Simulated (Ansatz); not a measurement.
**ZnO: energy and pressure over a range of volumes**

An exercise on one series of results from a longer session: the logs are not shown, and one member is left open.

Computed with Ansatz 0.2.0 (DFT PBE, scalar-relativistic, unless a step's input says otherwise).

### The system as given

Symmetry: Fm-3m, No. 225, cubic system. The conventional cell has a = 4.280 Å, b = 4.280 Å, c = 4.280 Å, α = 90.00°, β = 90.00°, γ = 90.00°. Zn (site symmetry m-3m) is surrounded by 6 O at 2.14 Å. Around O (site symmetry m-3m) lie 6 Zn at 2.14 Å.

Coordinates:

```
Zn O
1.0
     0.00000    2.14000    2.14000
     2.14000    0.00000    2.14000
     2.14000    2.14000    0.00000
Zn O
1 1
Cartesian
  0.0000 0.0000 0.0000
  2.1400 2.1400 2.1400
```

The geometry is a database entry used as it stands. It may stem from high pressure or temperature, or be incomplete, so it serves as a test cell.

Atoms are numbered in the order of the input: Zn1, O2.

Set-up of the first run:

The input, input.yaml:

```yaml
crystal:
  lattice:
    - [0.0, 2.1037218051, 2.1037218051]
    - [2.1037218051, 0.0, 2.1037218051]
    - [2.1037218051, 2.1037218051, 0.0]
  atoms:
    - { symbol: Zn, position: [0.0, 0.0, 0.0] }
    - { symbol: O, position: [0.5, 0.5, 0.5] }
kpoints:
  mp_grid: { grid: [10, 10, 10] }
scf:
  occupations: { method: fermi_dirac, width: 0.03 }
hamiltonian:
  xc: pbe
  pseudopotentials: { kind: all_electron, lapw: { basis_error: 0.001 } }
output:
  forces: true
  stress: true
  eigenvalues: true
```

Among the steps run: Volume × 0.95, LAPW; Volume × 0.95, PAW; Volume × 0.95, crystal datasets; Volume × 0.975, LAPW; Volume × 0.975, PAW; Volume × 1.025, LAPW; Volume × 1.025, PAW; Volume × 1.05, LAPW; Volume × 1.05, PAW; Volume × 1.05, crystal datasets.

One table of the session follows, with a row left open; its other results are not shown here.

It belongs to the step «Fits». 

| method | volume (Å³/atom) | pressure (GPa) | gap on the k mesh (eV) |
| --- | --- | --- | --- |
| LAPW | 9.310 | 17.13 | 1.17 |
| LAPW | 9.555 | 11.25 | 1.04 |
| LAPW | 9.800 | 6.10 | 0.92 |
| LAPW | 10.045 | 1.61 | 0.81 |
| LAPW | 10.290 | -2.33 | 0.70 |
| PAW | 9.310 | ? | ? |
| PAW | 9.555 | 11.40 | 1.03 |
| PAW | 9.800 | 6.24 | 0.91 |
| PAW | 10.045 | 1.72 | 0.80 |
| PAW | 10.290 | -2.24 | 0.69 |
| crystal datasets | 9.310 | 17.13 | 1.17 |
| crystal datasets | 9.800 | 6.10 | 0.92 |
| crystal datasets | 10.290 | -2.33 | 0.70 |

Q: Estimate the row for PAW, 9.310 from the others.

The run gave: pressure (GPa): 17.31; gap on the k mesh (eV): 1.15. In the column «pressure (GPa)» it is the highest.

To keep in mind: Warnings in the runs' records: crystal datasets made.
